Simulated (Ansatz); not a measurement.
**Si2Mo: stress in a strained cell**

Si2Mo is deformed so: zz strain of +1 %. What stress and forces result, by LAPW, PAW and all-electron datasets made for the crystal?

Method: DFT PBE, scalar-relativistic, in Ansatz 0.2.0.

## 1. The starting structure

The structure is tetragonal, space group I4/mmm (No. 139). Conventional cell: a = 3.200 Å, b = 3.200 Å, c = 7.861 Å, α = 90.00°, β = 90.00°, γ = 90.00°. Si (site symmetry 4mm) is surrounded by 5 Si at 2.61 to 2.63 Å and 5 Mo at 2.62 Å. Around Mo (site symmetry 4/mmm) lie 10 Si at 2.62 Å.

Structure file:

```
Si Mo
1.0
    -1.60000    1.60000    3.93050
     1.60000   -1.60000    3.93050
     1.60000    1.60000   -3.93050
Si Mo
2 1
Direct
  0.33300 0.33300 0.00000
  0.66700 0.66700 0.00000
  0.00000 0.00000 0.00000
```

Atoms are numbered in the order of the input: Si1, Si2, Mo3.

## 2. After the deformation

Space group I4/mmm before, I4/mmm after.

## 3. All-electron LAPW

Contents of input.yaml:

```yaml
crystal:
  lattice:
    - [-1.6, 1.6, 3.969805]
    - [1.6, -1.6, 3.969805]
    - [1.6, 1.6, -3.969805]
  atoms:
    - { symbol: Si, position: [0.333, 0.333, 0.0] }
    - { symbol: Si, position: [0.667, 0.667, 0.0] }
    - { symbol: Mo, position: [0.0, 0.0, 0.0] }
kpoints:
  mp_grid: { grid: [12, 12, 16] }
  band_path:
    path:
      - [0.0, 0.0, 0.0]
      - [0.0, 0.0, 0.5]
      - [0.25, 0.25, 0.25]
      - [0.0, 0.5, 0.0]
      - [0.0, 0.0, 0.0]
      - [0.5, 0.5, -0.5]
      - [0.2906108075, 0.7093891925, -0.2906108075]
      - [-0.2906108075, 0.2906108075, 0.2906108075]
      - [0.0, 0.0, 0.0]
    npoints: 5
scf:
  occupations: { method: fermi_dirac, width: 0.03 }
hamiltonian:
  xc: pbe
  pseudopotentials: { kind: all_electron, lapw: { basis_error: 0.001 } }
output:
  forces: true
  stress: true
  eigenvalues: true
```

On the command line:

```sh
ansatz run input.yaml --threads 1 --pin off --max-ram 6144MiB --backend cpu --events-out ev --progress --plain --runs-dir out
```

## 4. PAW with frozen cores

Contents of input.yaml:

```yaml
crystal:
  lattice:
    - [-1.6, 1.6, 3.969805]
    - [1.6, -1.6, 3.969805]
    - [1.6, 1.6, -3.969805]
  atoms:
    - { symbol: Si, position: [0.333, 0.333, 0.0] }
    - { symbol: Si, position: [0.667, 0.667, 0.0] }
    - { symbol: Mo, position: [0.0, 0.0, 0.0] }
kpoints:
  mp_grid: { grid: [12, 12, 16] }
scf:
  occupations: { method: fermi_dirac, width: 0.03 }
hamiltonian:
  xc: pbe
  pseudopotentials: { kind: paw }
output:
  forces: true
  stress: true
  eigenvalues: true
  efg: { contact_densities: true }
```

## 5. Datasets made for this crystal

input.yaml: that of step 4 with these lines changed.

```diff
@@ -15,3 +15,3 @@
   xc: pbe
-  pseudopotentials: { kind: paw }
+  pseudopotentials: { kind: all_electron, datasets: crystal }
 output:
```

(Steps that only read results are left out.)

Q: Predict the outcome of this session. Wanted: pressure; largest shear or deviatoric stress.

**Answer**, as computed:

| quantity | value |
| --- | --- |
| pressure | LAPW -0.02, PAW -0.05, crystal datasets -0.02 GPa |
| largest shear or deviatoric stress (LAPW) | 3.47 GPa |

What this shows: The largest part of the stress beyond the pressure is 3.47 GPa in size, in the zz component; the atoms are carried along and not relaxed. No run of the undeformed cell stands beside it, so the pressure holds what the given cell had before the change. PAW: stress within 0.04 GPa of LAPW, forces within 1 meV/Å. Crystal datasets: stress within 0.01 GPa of LAPW, forces within 1 meV/Å. The k mesh doesn't keep the crystal's whole symmetry, which leaves small spurious terms.
